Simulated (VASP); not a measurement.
# TlBr (Pm-3m) in VASP: a series of runs, part 2 of 2

VASP 6.6.1. The steps go on from the part before.

## Step 3: Relaxation of cell and atoms, PBE+D3(BJ)

This run uses another cell than the first one, of 31.29 Å³/atom, 0.993 times its volume.

The input, INCAR:

```
SYSTEM = TlBr
PREC = Accurate
ENCUT = 600
EDIFF = 1E-6
ISMEAR = 0
SIGMA = 0.02
LREAL = .FALSE.
LASPH = .TRUE.
NELM = 100
ALGO = Normal
ISIF = 3
LWAVE = .FALSE.
LCHARG = .FALSE.
GGA = PE
IVDW = 12
IBRION = 2
NSW = 100
EDIFFG = -0.005
```

The input, KPOINTS:

```
regular mesh
0
G
  8 8 8
  0 0 0
```

The input, POSCAR:

```
TlBr
1.0
    3.9700000000      0.0000000000      0.0000000000
    0.0000000000      3.9700000000      0.0000000000
    0.0000000000      0.0000000000      3.9700000000
Tl Br
1 1
Direct
    0.0000000000      0.0000000000      0.0000000000
    0.5000000000      0.5000000000      0.5000000000
```

Potentials or basis: VASP PAW PBE potentials, release 64 (Tl_d, Br).

The run is started by

```console
> cat potpaw_PBE.64/Tl_d/POTCAR potpaw_PBE.64/Br/POTCAR > POTCAR
> mpirun -np 1 vasp_std > vasp.out
```

OUTCAR:

```text
SYSTEM = TlBr
   PREC = Accurate
   ENCUT = 600
   EDIFF = 1E-6
   ISMEAR = 0
   LREAL = .FALSE.
   LASPH = .TRUE.
   NELM = 100
   ISIF = 3
   GGA = PE
   IVDW = 12
   IBRION = 2
   NSW = 100
   EDIFFG = -0.005
 IVDW          = 12

 ion  position               nearest neighbor table
   1  0.000  0.000  0.000-   2 3.44   2 3.44   2 3.44   2 3.44   2 3.44   2 3.44   2 3.44   2 3.44

   2  0.500  0.500  0.500-   1 3.44   1 3.44   1 3.44   1 3.44   1 3.44   1 3.44   1 3.44   1 3.44

  LATTYP: Found a simple cubic cell.
 ALAT       =     3.9700000000

  Lattice vectors:

 A1 = (   3.9700000000,   0.0000000000,   0.0000000000)
 A2 = (   0.0000000000,   3.9700000000,   0.0000000000)
 A3 = (   0.0000000000,   0.0000000000,   3.9700000000)

Analysis of symmetry for initial positions (statically):
=====================================================================
 Subroutine PRICEL returns:
 Original cell was already a primitive cell.

 Routine SETGRP: Setting up the symmetry group for a
 simple cubic supercell.

 Subroutine GETGRP returns: Found 48 space group operations
 (whereof 48 operations were pure point group operations)
 out of a pool of 48 trial point group operations.

The static configuration has the point symmetry O_h .

Analysis of symmetry for dynamics (positions and initial velocities):
=====================================================================
 Subroutine PRICEL returns:
 Original cell was already a primitive cell.

 Routine SETGRP: Setting up the symmetry group for a
 simple cubic supercell.

 Subroutine GETGRP returns: Found 48 space group operations
 (whereof 48 operations were pure point group operations)
 out of a pool of 48 trial point group operations.

The dynamic configuration has the point symmetry O_h .

 Subroutine INISYM returns: Found 48 space group operations
 (whereof 48 operations are pure point group operations),
 and found     1 'primitive' translations

----------------------------------------------------------------------------------------

                                     Primitive cell

  volume of cell :      62.5708

  direct lattice vectors                    reciprocal lattice vectors
     3.970000000  0.000000000  0.000000000     0.251889169  0.000000000  0.000000000
     0.000000000  3.970000000  0.000000000     0.000000000  0.251889169  0.000000000
     0.000000000  0.000000000  3.970000000     0.000000000  0.000000000  0.251889169

  length of vectors
     3.970000000  3.970000000  3.970000000     0.251889169  0.251889169  0.251889169

  position of ions in fractional coordinates (direct lattice)
     0.000000000  0.000000000  0.000000000
     0.500000000  0.500000000  0.500000000

  ion indices of the primitive-cell ions
   primitive index   ion index
                 1           1
                 2           2

----------------------------------------------------------------------------------------

 KPOINTS: regular mesh

Automatic generation of k-mesh.
 Grid dimensions read from file:
 generate k-points for:    8    8    8

 Generating k-lattice:

  Cartesian coordinates                     Fractional coordinates (reciprocal lattice)
     0.031486146  0.000000000  0.000000000     0.125000000  0.000000000  0.000000000
     0.000000000  0.031486146  0.000000000     0.000000000  0.125000000  0.000000000
     0.000000000  0.000000000  0.031486146     0.000000000  0.000000000  0.125000000

  Length of vectors
     0.031486146  0.031486146  0.031486146

  Shift w.r.t. Gamma in fractional coordinates (k-lattice)
     0.000000000  0.000000000  0.000000000

 Subroutine IBZKPT returns following result:
 ===========================================

 Found     35 irreducible k-points:

 Following reciprocal coordinates:
            Coordinates               Weight
  0.000000  0.000000  0.000000      1.000000
  0.125000  0.000000  0.000000      6.000000
  0.250000  0.000000  0.000000      6.000000
  0.375000  0.000000  0.000000      6.000000
  0.500000  0.000000  0.000000      3.000000
  0.125000  0.125000  0.000000     12.000000
[... 16 lines left out ...]
  0.375000  0.375000  0.125000     24.000000
  0.500000  0.375000  0.125000     24.000000
 [... further k-points ...]
   k-points           NKPTS =     35   k-points in BZ     NKDIM =     35   number of bands    NBANDS=     14
   number of dos      NEDOS =    301   number of ions     NIONS =      2
   total plane-waves  NPLWV =  32768
   dimension x,y,z NGX =    32 NGY =   32 NGZ =   32
   dimension x,y,z NGXF=    64 NGYF=   64 NGZF=   64
   ions per type =               1   1
   NGX,Y,Z   is equivalent  to a cutoff of  13.40, 13.40, 13.40 a.u.
   NGXF,Y,Z  is equivalent  to a cutoff of  26.80, 26.80, 26.80 a.u.
 SYSTEM =  TlBr
   PREC   = accura    normal or accurate (medium, high low for compatibility)
   ISTART =      0    job   : 0-new  1-cont  2-samecut
   ICHARG =      2    charge: 1-file 2-atom 10-const
   ISPIN  =      1    spin polarized calculation?
   LNONCOLLINEAR =      F non collinear calculations
   LSORBIT =      F    spin-orbit coupling
   LASPH  =      T    aspherical Exc in radial PAW
   ENCUT  =  600.0 eV  44.10 Ry    6.64 a.u.   7.93  7.93  7.93*2*pi/ulx,y,z
   NELM   =    100;   NELMIN=  2; NELMDL= -5     # of ELM steps
   EDIFF  = 0.1E-05   stopping-criterion for ELM
   LREAL  =      F    real-space projection
   EDIFFG = -.5E-02   stopping-criterion for IOM
   NSW    =    100    number of steps for IOM
   IBRION =      2    ionic relax: 0-MD 1-quasi-New 2-CG
   NFREE  =      1    steps in history (QN), initial steepest desc. (CG)
   ISIF   =      3    stress and relaxation
   ISYM   =      2    0-nonsym 1-usesym 2-fastsym
   POTIM  = 0.5000    time-step for ionic-motion
   TEBEG  =    0.0;   TEEND  =   0.0 temperature during run
   PSTRESS=    0.0 pullay stress
   NELECT =      20.0000    total number of electrons
   NUPDOWN=      -1.0000    fix difference up-down
   EMIN   =  10.00;   EMAX   =-10.00  energy-range for DOS
   EFERMI =   0.00;   METHOD = LEGACY
   ISMEAR =     0;   SIGMA  =   0.02  broadening in eV -4-tet -1-fermi 0-gaus
   EFERMI_NEDOS =   21; number of points for ismear=-14 and -15
   IALGO  =     38    algorithm
   IMIX   =      4    mixing-type and parameters
     AMIX     =   0.40;   BMIX     =  1.00
     AMIX_MAG =   1.60;   BMIX_MAG =  1.00
  volume/ion in A,a.u.               =      31.29       211.12
  Fermi-wavevector in a.u.,A,eV,Ry     =   1.119337  2.115241 17.046958  1.252916
  Thomas-Fermi vector in A             =   2.255976
   LORBIT       =      0    0 simple, 1 ext, 2 COOP (PROOUT), +10 PAW based schemes
   GGA     = PE    functional components
   LHFCALC =     F    Hartree Fock is set to
   AEXX    =    0.0000 exact exchange contribution
   IVDW    =    12    specifies the selected vdW correction
   LEPSILON=     F    determine dielectric tensor
   LRPA    =     F    only Hartree local field effects (RPA)
 conjugate gradient relaxation of ions
 non-spin polarized calculation
 Gauss-broadening in eV      SIGMA  =   0.02
  energy-cutoff  :      600.00
  volume of cell :       62.57
 maximum number of plane-waves:      2176
 NGX is ok and might be reduce to    32
   NGX = 15   NGY = 15   NGZ = 15

--------------------------------------- Ionic step        1  -------------------------------------------

 number of electron      19.9999999 magnetization

 Free energy of the ion-electron system (eV)
  ---------------------------------------------------
  ext. energy  EPLUGINS =         0.00000000
  ---------------------------------------------------
  free energy    TOTEN  =        -5.52869492 eV

  energy without entropy =       -5.52869492  energy(sigma->0) =       -5.52869492

------------------------ aborting loop because EDIFF is reached ----------------------------------------

 Edisp (eV)   -0.55172

 E8    (eV) :    -0.2591
[... 111 lines left out ...]
--------------------------------------- Ionic step        4  -------------------------------------------

 number of electron      20.0000000 magnetization

 Free energy of the ion-electron system (eV)
  ---------------------------------------------------
  ext. energy  EPLUGINS =         0.00000000
  ---------------------------------------------------
  free energy    TOTEN  =        -5.53218951 eV

  energy without entropy =       -5.53218951  energy(sigma->0) =       -5.53218951

 E-fermi :   2.5322     XC(G=0):  -8.9736

 val. band max:        2.3909269734   @ k =   0.5000   0.0000   0.0000
 cond. band min:       4.2505507883   @ k =   0.5000   0.0000   0.0000
 fundamental gap:      1.8596238149
 Fermi energy:         2.5322083068

 k-point     1 :       0.0000    0.0000    0.0000
  band No.  band energies     occupation
      1     -11.3491      2.00000
      2      -7.7146      2.00000
      3      -7.7146      2.00000
      4      -7.5376      2.00000
      5      -7.5376      2.00000
      6      -7.5376      2.00000
      7      -2.2594      2.00000
      8       1.0848      2.00000
      9       1.0848      2.00000
     10       1.0848      2.00000
     11       9.4042      0.00000
     12       9.4042      0.00000
     13       9.6240      0.00000
     14       9.6240      0.00000
[... 377 lines left out ...]
      1     -10.9907      2.00000
      2      -7.6240      2.00000
      3      -7.6030      2.00000
      4      -7.5869      2.00000
      5      -7.5565      2.00000
      6      -7.5035      2.00000
      7      -1.8334      2.00000
      8      -0.2217      2.00000
      9       0.2870      2.00000
     10       1.4250      2.00000
     11       6.5464      0.00000
     12       6.7110      0.00000
     13       8.6300      0.00000
     14      10.9186      0.00000

 [... further k-points ...]

------------------------ aborting loop because EDIFF is reached ----------------------------------------

 Edisp (eV)   -0.54838

 E8    (eV) :    -0.2576
[... 25 lines left out ...]
  FREE ENERGIE OF THE ION-ELECTRON SYSTEM (eV)
  ---------------------------------------------------
  free  energy   TOTEN  =        -6.0805659781 eV

  energy  without entropy=       -6.0805659781  energy(sigma->0) =       -6.08056598

 reached required accuracy - stopping structural energy minimisation
```

CONTCAR:

```text
TlBr
   1.00000000000000
     3.9788751683949903    0.0000000000000000    0.0000000000000000
    -0.0000000000000000    3.9788751683949903    0.0000000000000000
     0.0000000000000000   -0.0000000000000000    3.9788751683949903
  Tl              Br
     1     1
Direct
     0.0000000000000000    0.0000000000000000    0.0000000000000000
     0.5000000000000000    0.5000000000000000    0.5000000000000000

  0.00000000E+00  0.00000000E+00  0.00000000E+00
  0.00000000E+00  0.00000000E+00  0.00000000E+00
```

Wall time 21 s (1 thread of Intel Xeon 6975P-C (Granite Rapids), shared host); peak memory 0.22 GiB.

What came out:

```
Free energy                            : -6.0806 eV
Relaxed volume                         : 31.50 Å³/atom
Relaxed cell                           : a = 3.979 Å, b = 3.979 Å, c = 3.979 Å, α = 90.00°, β = 90.00°, γ = 90.00°
Space group after relaxing (to 0.05 Å) : Pm-3m (No. 221)
Energy gained by relaxing              : 0.1 meV/atom
Ionic steps                            : 4
Pressure after relaxing                : 0.0 GPa
Band gap on the k mesh                 : 1.86 eV, direct
Dispersion energy per atom             : -0.274 eV
```

Step by step:
| step | energy change (eV) | largest force (eV/Å) | pressure (GPa) | volume (Å³) |
| --- | --- | --- | --- | --- |
| 1 | 0.0000 | 0.0000 | 0.12 | 62.57 |
| 2 | -0.0001 | 0.0000 | 0.04 | 62.78 |
| 3 | -0.0001 | 0.0000 | 0.04 | 62.85 |
| 4 | -0.0002 | 0.0000 | 0.00 | 62.99 |

Final structure:
```
CELL_PARAMETERS angstrom
3.97888 0.00000 0.00000
0.00000 3.97888 0.00000
0.00000 0.00000 3.97888
ATOMIC_POSITIONS crystal
Tl 0.00000 0.00000 0.00000
Br 0.50000 0.50000 0.50000
```

Levels at points of the mesh, in eV from the valence-band top:
```tsv
k point	band 7	band 8	band 9	band 10	band 11	band 12	band 13	band 14
(0.00, 0.00, 0.00)	-4.65	-1.31	-1.31	-1.31	7.01	7.01	7.23	7.23
(0.50, 0.00, 0.00)	-5.54	-0.81	-0.81	0.00	1.86	5.77	5.77	8.00
(0.50, 0.50, 0.00)	-3.75	-2.93	-2.93	-0.72	4.87	4.87	7.39	7.70
(0.50, 0.50, 0.50)	-2.75	-1.92	-1.92	-1.92	2.14	2.14	2.14	12.83
```

Caveat: spin-orbit coupling is left out, which as a rule narrows the gap of such compounds by several tenths of an eV. A hybrid or GW would open this gap; PBE tends to underestimate it.

## Step 4: Single point, PBE+D3(BJ) (the relaxed cell repeated 2 times)

The input, INCAR:

```
PREC = Accurate ; ENCUT = 520
EDIFF = 1E-6 ; ISMEAR = 0
SIGMA = 0.05 ; LREAL = False
LASPH = True ; NELM = 100
ALGO = Normal ; ISIF = 2
LWAVE = False ; LCHARG = False
GGA = PE ; IVDW = 12
NBANDS = 28
```

The input, KPOINTS:

```
Automatic mesh
0
Gamma
  6 6 6
```

The input, POSCAR:

```
TlBr
1.0
   -3.9791789100      0.0000000000     -3.9791789100
    0.0000000000     -3.9791789100     -3.9791789100
   -3.9791789100     -3.9791789100      0.0000000000
Tl Br
2 2
Direct
    0.0000000000      0.0000000000      0.0000000000
    0.5000000000      0.5000000000      0.5000000000
    0.2500000000      0.2500000000      0.2500000000
    0.7500000000      0.7500000000      0.7500000000
```

The run is started by

```console
> cat potpaw_PBE.64/Tl_d/POTCAR potpaw_PBE.64/Br/POTCAR > POTCAR
> mpirun -np 1 vasp_std > vasp.out
```

Run time: 30 s. Hardware: 1 thread of Intel Xeon 6975P-C (Granite Rapids), shared host; peak memory 0.27 GiB.

The run converged. Its results:

```
Free energy                : -12.1611 eV
Pressure                   : 0.0 GPa
Band gap on the k mesh     : 1.86 eV
Dispersion energy per atom : -0.274 eV
```

Levels at points of the mesh, in eV from the valence-band top:
```
           k point  band 16  band 17  band 18  band 19  band 20  band 21  band 22  band 23  band 24  band 25
(0.00, 0.00, 0.00)    -1.92    -1.92    -1.31    -1.31    -1.31     2.14     2.14     2.14     7.01     7.01
(0.50, 0.00, 0.00)    -1.85    -1.85    -1.85    -0.58    -0.58     4.45     4.45     4.45     4.45     4.91
(0.50, 0.50, 0.00)    -2.93    -0.80    -0.80    -0.72     0.00     1.86     4.87     4.87     5.77     5.77
```

Caveat: spin-orbit coupling is left out, which as a rule narrows the gap of such compounds by several tenths of an eV.

## Step 5: Overview

```tsv
task	cell	k mesh	cutoff (eV)	smearing	gap on the mesh (eV)	pressure (GPa)
single point	Pm-3m, 31.5 Å³/atom	8 × 8 × 8	520	gaussian 0.02 eV	1.86	0.0
relaxation of cell and atoms	relaxed	8 × 8 × 8	600	gaussian 0.02 eV	1.86	0.0
single point	the relaxed cell repeated 2 times	6 × 6 × 6	520	gaussian 0.05 eV	1.86	0.0
```

Alike in all rows: level PBE+D3(BJ); potentials or basis VASP PAW PBE potentials, release 64 (Tl_d, Br); no spin polarisation.

Caveats: spin-orbit coupling is left out, which as a rule narrows the gap of such compounds by several tenths of an eV.

Total energies depend on the potentials used, so only differences within one code and one set of settings carry meaning.
